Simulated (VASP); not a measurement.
# Sn (I4/mmm) in VASP: further runs

Runs on Sn. Level: PBEsol. Tasks: single point.

Everything below comes from runs of VASP 6.6.1. Logs are shortened: lines on timing, memory, paths and dates and some standing lists are left out, and cuts for length are marked.

### Step 1. The crystal as given

It takes space group I4/mmm (No. 139, tetragonal). The conventional cell has a = 3.511 Å, b = 3.511 Å, c = 4.283 Å, α = 90.00°, β = 90.00°, γ = 90.00°. Sn (site symmetry 4/mmm) has 12 Sn at 3.28 to 3.51 Å as nearest neighbours.

This isn't the form of Sn at room conditions, which is tetragonal (white tin).

### Step 2. Single point, PBEsol

INCAR reads:

```
SYSTEM = Sn
  ALGO = Normal
  EDIFF = 1E-7
  ENCUT = 700
  GGA = PS
  ISIF = 2
  ISMEAR = 0
  LASPH = .TRUE.
  LCHARG = .FALSE.
  LREAL = .FALSE.
  LWAVE = .FALSE.
  NELM = 80
  PREC = Accurate
  SIGMA = 0.1
```

KPOINTS reads:

```
k-points
0
G
  16 16 16
  0 0 0
```

POSCAR reads:

```
Sn
1.0
   -1.7555100000      1.7552400000      2.1416400000
    1.7555100000     -1.7552400000      2.1416400000
    1.7555100000      1.7552400000     -2.1416400000
Sn
1
Direct
    0.0000000000      0.0000000000      0.0000000000
```

Potentials or basis: VASP PAW PBE potentials, release 64 (Sn_d).

Started as:

```sh
$ cat potpaw_PBE.64/Sn_d/POTCAR > POTCAR
$ mpirun -np 1 vasp_std > vasp.out
```

OUTCAR:

```text
SYSTEM = Sn
   EDIFF = 1E-7
   ENCUT = 700
   GGA = PS
   ISIF = 2
   ISMEAR = 0
   LASPH = .TRUE.
   LREAL = .FALSE.
   NELM = 80
   PREC = Accurate

 ion  position               nearest neighbor table
   1  0.000  0.000  0.000-

  LATTYP: Found a body centered orthorhombic cell.
 ALAT       =     3.5104800000
 B/A-ratio  =     1.0001538251
 C/A-ratio  =     1.2201408354

  Lattice vectors:

 A1 = (   1.7555100000,  -1.7552400000,  -2.1416400000)
 A2 = (  -1.7555100000,   1.7552400000,  -2.1416400000)
 A3 = (   1.7555100000,   1.7552400000,   2.1416400000)

Analysis of symmetry for initial positions (statically):
=====================================================================
 Subroutine PRICEL returns:
 Original cell was already a primitive cell.

 Routine SETGRP: Setting up the symmetry group for a
 body centered orthorhombic supercell.

 Subroutine GETGRP returns: Found  8 space group operations
 (whereof  8 operations were pure point group operations)
 out of a pool of  8 trial point group operations.

The static configuration has the point symmetry D_2h.

Analysis of symmetry for dynamics (positions and initial velocities):
=====================================================================
 Subroutine PRICEL returns:
 Original cell was already a primitive cell.

 Routine SETGRP: Setting up the symmetry group for a
 body centered orthorhombic supercell.

 Subroutine GETGRP returns: Found  8 space group operations
 (whereof  8 operations were pure point group operations)
 out of a pool of  8 trial point group operations.

The dynamic configuration has the point symmetry D_2h.

 Subroutine INISYM returns: Found  8 space group operations
 (whereof  8 operations are pure point group operations),
 and found     1 'primitive' translations

----------------------------------------------------------------------------------------

                                     Primitive cell

  volume of cell :      26.3965

  direct lattice vectors                    reciprocal lattice vectors
    -1.755510000  1.755240000  2.141640000     0.000000000  0.284861330  0.233465942
     1.755510000 -1.755240000  2.141640000     0.284817517  0.000000000  0.233465942
     1.755510000  1.755240000 -2.141640000     0.284817517  0.284861330  0.000000000

  length of vectors
     3.278613229  3.278613229  3.278613229     0.368310091  0.368276207  0.402823777

  position of ions in fractional coordinates (direct lattice)
     0.000000000  0.000000000  0.000000000

  ion indices of the primitive-cell ions
   primitive index   ion index
                 1           1

----------------------------------------------------------------------------------------

 KPOINTS: k-points

Automatic generation of k-mesh.
 Grid dimensions read from file:
 generate k-points for:   16   16   16

 Generating k-lattice:

  Cartesian coordinates                     Fractional coordinates (reciprocal lattice)
     0.000000000  0.017803833  0.014591621     0.062500000  0.000000000 -0.000000000
     0.017801095  0.000000000  0.014591621     0.000000000  0.062500000 -0.000000000
     0.017801095  0.017803833  0.000000000     0.000000000  0.000000000  0.062500000

  Length of vectors
     0.023019381  0.023017263  0.025176486

  Shift w.r.t. Gamma in fractional coordinates (k-lattice)
     0.000000000  0.000000000  0.000000000

 Subroutine IBZKPT returns following result:
 ===========================================

 Found    621 irreducible k-points:

 Following reciprocal coordinates:
            Coordinates               Weight
  0.000000  0.000000  0.000000      1.000000
  0.062500  0.000000 -0.000000      4.000000
  0.125000  0.000000 -0.000000      4.000000
  0.187500 -0.000000  0.000000      4.000000
  0.250000  0.000000 -0.000000      4.000000
  0.312500  0.000000 -0.000000      4.000000
[... 16 lines left out ...]
 -0.187500  0.062500 -0.000000      8.000000
 -0.125000  0.062500  0.000000      8.000000
 [... further k-points ...]
   k-points           NKPTS =    621   k-points in BZ     NKDIM =    621   number of bands    NBANDS=     11
   number of dos      NEDOS =    301   number of ions     NIONS =      1
   total plane-waves  NPLWV =  21952
   dimension x,y,z NGX =    28 NGY =   28 NGZ =   28
   dimension x,y,z NGXF=    56 NGYF=   56 NGZF=   56
   ions per type =               1
   NGX,Y,Z   is equivalent  to a cutoff of  14.20, 14.20, 14.20 a.u.
   NGXF,Y,Z  is equivalent  to a cutoff of  28.40, 28.40, 28.40 a.u.
 SYSTEM =  Sn
   PREC   = accura    normal or accurate (medium, high low for compatibility)
   ISTART =      0    job   : 0-new  1-cont  2-samecut
   ICHARG =      2    charge: 1-file 2-atom 10-const
   ISPIN  =      1    spin polarized calculation?
   LNONCOLLINEAR =      F non collinear calculations
   LSORBIT =      F    spin-orbit coupling
   LASPH  =      T    aspherical Exc in radial PAW
   ENCUT  =  700.0 eV  51.45 Ry    7.17 a.u.   7.07  7.07  7.07*2*pi/ulx,y,z
   NELM   =     80;   NELMIN=  2; NELMDL= -5     # of ELM steps
   EDIFF  = 0.1E-06   stopping-criterion for ELM
   LREAL  =      F    real-space projection
   EDIFFG = 0.1E-05   stopping-criterion for IOM
   NSW    =      0    number of steps for IOM
   IBRION =     -1    ionic relax: 0-MD 1-quasi-New 2-CG
   NFREE  =      0    steps in history (QN), initial steepest desc. (CG)
   ISIF   =      2    stress and relaxation
   ISYM   =      2    0-nonsym 1-usesym 2-fastsym
   POTIM  = 0.5000    time-step for ionic-motion
   TEBEG  =    0.0;   TEEND  =   0.0 temperature during run
   PSTRESS=    0.0 pullay stress
   NELECT =      14.0000    total number of electrons
   NUPDOWN=      -1.0000    fix difference up-down
   EMIN   =  10.00;   EMAX   =-10.00  energy-range for DOS
   EFERMI =   0.00;   METHOD = LEGACY
   ISMEAR =     0;   SIGMA  =   0.10  broadening in eV -4-tet -1-fermi 0-gaus
   EFERMI_NEDOS =   21; number of points for ismear=-14 and -15
   IALGO  =     38    algorithm
   IMIX   =      4    mixing-type and parameters
     AMIX     =   0.40;   BMIX     =  1.00
     AMIX_MAG =   1.60;   BMIX_MAG =  1.00
  volume/ion in A,a.u.               =      26.40       178.13
  Fermi-wavevector in a.u.,A,eV,Ry     =   1.325161  2.504192 23.892545  1.756053
  Thomas-Fermi vector in A             =   2.454643
   LORBIT       =      0    0 simple, 1 ext, 2 COOP (PROOUT), +10 PAW based schemes
   GGA     = PS    functional components
   LHFCALC =     F    Hartree Fock is set to
   AEXX    =    0.0000 exact exchange contribution
   IVDW    =     0    specifies the selected vdW correction
   LEPSILON=     F    determine dielectric tensor
   LRPA    =     F    only Hartree local field effects (RPA)
 non-spin polarized calculation
 Gauss-broadening in eV      SIGMA  =   0.10
  energy-cutoff  :      700.00
  volume of cell :       26.40
 maximum number of plane-waves:      1137
   NGX = 15   NGY = 15   NGZ = 15

 number of electron      14.0000000 magnetization

 Free energy of the ion-electron system (eV)
  ---------------------------------------------------
  ext. energy  EPLUGINS =         0.00000000
  ---------------------------------------------------
  free energy    TOTEN  =        -4.23896946 eV

  energy without entropy =       -4.23661888  energy(sigma->0) =       -4.23779417

 E-fermi :   8.2977     XC(G=0): -10.6407

 val. band max:        8.2821205833   @ k =   0.3750   0.2500   0.1875
 cond. band min:       8.2999243859   @ k =  -0.3750  -0.3750   0.3125
 fundamental gap:      0.0178038027
 Fermi energy:         8.2976619219

 k-point     1 :       0.0000    0.0000    0.0000
  band No.  band energies     occupation
      1     -13.1611      2.00000
      2     -13.1610      2.00000
      3     -13.1047      2.00000
      4     -13.0723      2.00000
      5     -13.0032      2.00000
      6      -3.0312      2.00000
      7      16.1297      0.00000
      8      16.4301      0.00000
      9      16.4329      0.00000
     10      19.2459      0.00000
     11      20.3996      0.00000

 k-point     2 :       0.0625    0.0000   -0.0000
  band No.  band energies     occupation
      1     -13.1583      2.00000
      2     -13.1572      2.00000
      3     -13.1029      2.00000
      4     -13.0720      2.00000
      5     -13.0048      2.00000
      6      -2.9479      2.00000
      7      15.3678      0.00000
      8      16.1876      0.00000
      9      16.1956      0.00000
     10      18.8002      0.00000
     11      20.6406      0.00000

 k-point     3 :       0.1250    0.0000   -0.0000
  band No.  band energies     occupation
      1     -13.1512      2.00000
      2     -13.1502      2.00000
      3     -13.0936      2.00000
      4     -13.0712      2.00000
      5     -13.0085      2.00000
      6      -2.6977      2.00000
      7      13.4921      0.00000
      8      15.6265      0.00000
      9      15.9749      0.00000
     10      18.5036      0.00000
     11      20.5270      0.00000

 k-point     4 :       0.1875   -0.0000    0.0000
  band No.  band energies     occupation
      1     -13.1489      2.00000
      2     -13.1426      2.00000
      3     -13.0704      2.00000
      4     -13.0702      2.00000
      5     -13.0121      2.00000
      6      -2.2800      2.00000
      7      11.4352      0.00000
      8      14.9763      0.00000
      9      15.6944      0.00000
     10      18.3607      0.00000
     11      19.8068      0.00000
[... 239 lines left out ...]
 k-point    22 :      -0.2500    0.0625    0.0000
  band No.  band energies     occupation
      1     -13.1555      2.00000
      2     -13.1358      2.00000
      3     -13.0649      2.00000
      4     -13.0550      2.00000
      5     -13.0076      2.00000
      6      -1.8798      2.00000
      7      10.2643      0.00000
      8      14.2882      0.00000
      9      15.0732      0.00000
     10      18.1267      0.00000
     11      18.9631      0.00000

 k-point    23 :      -0.1875    0.0625   -0.0000
  band No.  band energies     occupation
      1     -13.1590      2.00000
      2     -13.1366      2.00000
      3     -13.0845      2.00000
      4     -13.0641      2.00000
      5     -13.0082      2.00000
      6      -2.3976      2.00000
      7      12.2844      0.00000
      8      14.8893      0.00000
      9      15.4663      0.00000
     10      18.3465      0.00000
     11      19.2344      0.00000

 k-point    24 :      -0.1250    0.0625    0.0000
  band No.  band energies     occupation
      1     -13.1638      2.00000
      2     -13.1419      2.00000
      3     -13.1011      2.00000
      4     -13.0661      2.00000
      5     -13.0059      2.00000
      6      -2.7482      2.00000
      7      14.2706      0.00000
      8      15.4440      0.00000
      9      15.8337      0.00000
     10      18.3656      0.00000
     11      19.7663      0.00000

 [... further k-points ...]

------------------------ aborting loop because EDIFF is reached ----------------------------------------

  FORCE on cell =-STRESS in cart. coord.  units (eV):
  Direction    XX          YY          ZZ          XY          YZ          ZX
  --------------------------------------------------------------------------------------
  -------------------------------------------------------------------------------------
  Total       -0.0035717     -0.0021301      0.0010943      0.0000000      0.0000000      0.0000000
  in kB       -0.2167875     -0.1292875      0.0664197      0.0000000      0.0000000      0.0000000
  external PRESSURE =      -0.0932184 kB  Pullay stress =       0.0000000 kB

 VOLUME and BASIS-vectors are now :
 -----------------------------------------------------------------------------
  energy-cutoff  :      700.00
  volume of cell :       26.40
      direct lattice vectors                 reciprocal lattice vectors
    -1.755510000  1.755240000  2.141640000     0.000000000  0.284861330  0.233465942
     1.755510000 -1.755240000  2.141640000     0.284817517  0.000000000  0.233465942
     1.755510000  1.755240000 -2.141640000     0.284817517  0.284861330  0.000000000

 POSITION                                       TOTAL-FORCE (eV/Angst)
 -----------------------------------------------------------------------------------
      0.00000      0.00000      0.00000         0.000000      0.000000      0.000000
 -----------------------------------------------------------------------------------
    total drift:                               -0.000000     -0.000000     -0.000000

  FREE ENERGIE OF THE ION-ELECTRON SYSTEM (eV)
  ---------------------------------------------------
  free  energy   TOTEN  =        -4.2389694615 eV

  energy  without entropy=       -4.2366188845  energy(sigma->0) =       -4.23779417
```

Run time: 70 s. Hardware: 1 thread of Intel Xeon 6975P-C (Granite Rapids), shared host; peak memory 0.39 GiB.

What came out:

- Free energy: -4.2390 eV
- Pressure: 0.0 GPa
- Band gap on the k mesh: none (metal or under the smearing width)

Caveat: the PAW data sets were made with another functional, which shifts forces and pressure a little.

### Step 3. Single point, PBEsol

Changes to INCAR since step 2:

```diff
@@ -3,3 +3,3 @@
   EDIFF = 1E-7
-  ENCUT = 700
+  ENCUT = 520
   GGA = PS
```

KPOINTS reads:

```
k-points
0
G
  26 26 26
  0 0 0
```

POSCAR is that of step 2.

Potentials or basis: VASP PAW PBE potentials, release 64 (Sn_d).

Started as:

```sh
$ cat potpaw_PBE.64/Sn_d/POTCAR > POTCAR
$ mpirun -np 1 vasp_std > vasp.out
```

OUTCAR:

```text
SYSTEM = Sn
   EDIFF = 1E-7
   ENCUT = 520
   GGA = PS
   ISIF = 2
   ISMEAR = 0
   LASPH = .TRUE.
   LREAL = .FALSE.
   NELM = 80
   PREC = Accurate

 ion  position               nearest neighbor table
   1  0.000  0.000  0.000-

  LATTYP: Found a body centered orthorhombic cell.
 ALAT       =     3.5104800000
 B/A-ratio  =     1.0001538251
 C/A-ratio  =     1.2201408354

  Lattice vectors:

 A1 = (   1.7555100000,  -1.7552400000,  -2.1416400000)
[... 515 lines left out ...]
      9      14.8645      0.00000
     10      18.0449      0.00000
     11      18.7074      0.00000

 [... further k-points ...]

------------------------ aborting loop because EDIFF is reached ----------------------------------------

  FORCE on cell =-STRESS in cart. coord.  units (eV):
  Direction    XX          YY          ZZ          XY          YZ          ZX
  --------------------------------------------------------------------------------------
  -------------------------------------------------------------------------------------
  Total        0.0002464      0.0004385     -0.0458979      0.0000000      0.0000000      0.0000000
  in kB        0.0149555      0.0266165     -2.7858472      0.0000000      0.0000000      0.0000000
  external PRESSURE =      -0.9147584 kB  Pullay stress =       0.0000000 kB

 VOLUME and BASIS-vectors are now :
 -----------------------------------------------------------------------------
  energy-cutoff  :      520.00
  volume of cell :       26.40
      direct lattice vectors                 reciprocal lattice vectors
    -1.755510000  1.755240000  2.141640000     0.000000000  0.284861330  0.233465942
     1.755510000 -1.755240000  2.141640000     0.284817517  0.000000000  0.233465942
     1.755510000  1.755240000 -2.141640000     0.284817517  0.284861330  0.000000000

 POSITION                                       TOTAL-FORCE (eV/Angst)
 -----------------------------------------------------------------------------------
      0.00000      0.00000      0.00000         0.000000      0.000000     -0.000000
 -----------------------------------------------------------------------------------
    total drift:                                0.000000      0.000000     -0.000000

  FREE ENERGIE OF THE ION-ELECTRON SYSTEM (eV)
  ---------------------------------------------------
  free  energy   TOTEN  =        -4.2363557517 eV

  energy  without entropy=       -4.2334937569  energy(sigma->0) =       -4.23492475
```

OSZICAR:

```text
N       E                     dE             d eps       ncg     rms          rms(c)
DAV:   1     0.719481705621E+02    0.71948E+02   -0.75635E+03 55087   0.191E+03
DAV:   2    -0.646264929837E-01   -0.72013E+02   -0.70386E+02 56069   0.334E+02
DAV:   3    -0.416775228977E+01   -0.41031E+01   -0.40744E+01 61989   0.738E+01
DAV:   4    -0.425439740710E+01   -0.86645E-01   -0.86616E-01 61626   0.116E+01
DAV:   5    -0.425773016003E+01   -0.33328E-02   -0.33327E-02 66088   0.216E+00    0.142E+00
DAV:   6    -0.424162416738E+01    0.16106E-01   -0.19530E-02 64677   0.274E+00    0.758E-01
DAV:   7    -0.423666618889E+01    0.49580E-02   -0.10990E-02 63983   0.194E+00    0.118E-01
DAV:   8    -0.423635588420E+01    0.31030E-03   -0.68717E-04 62213   0.533E-01    0.194E-02
DAV:   9    -0.423635553373E+01    0.35046E-06   -0.13591E-05 70660   0.531E-02    0.126E-02
DAV:  10    -0.423635571881E+01   -0.18508E-06   -0.10300E-06 65282   0.116E-02    0.129E-03
DAV:  11    -0.423635575167E+01   -0.32851E-07   -0.23980E-08 38451   0.233E-03
   1 F= -.42363558E+01 E0= -.42349248E+01  d E =-.286199E-02
```

Wall time 2 min (1 thread of Intel Xeon 6975P-C (Granite Rapids), shared host); peak memory 0.75 GiB.

Results:

| Property | Result |
| --- | --- |
| Free energy | -4.2364 eV |
| Pressure | -0.1 GPa |
| Band gap on the k mesh | none (metal or under the smearing width) |

Caveat: the PAW data sets were made with another functional, which shifts forces and pressure a little.
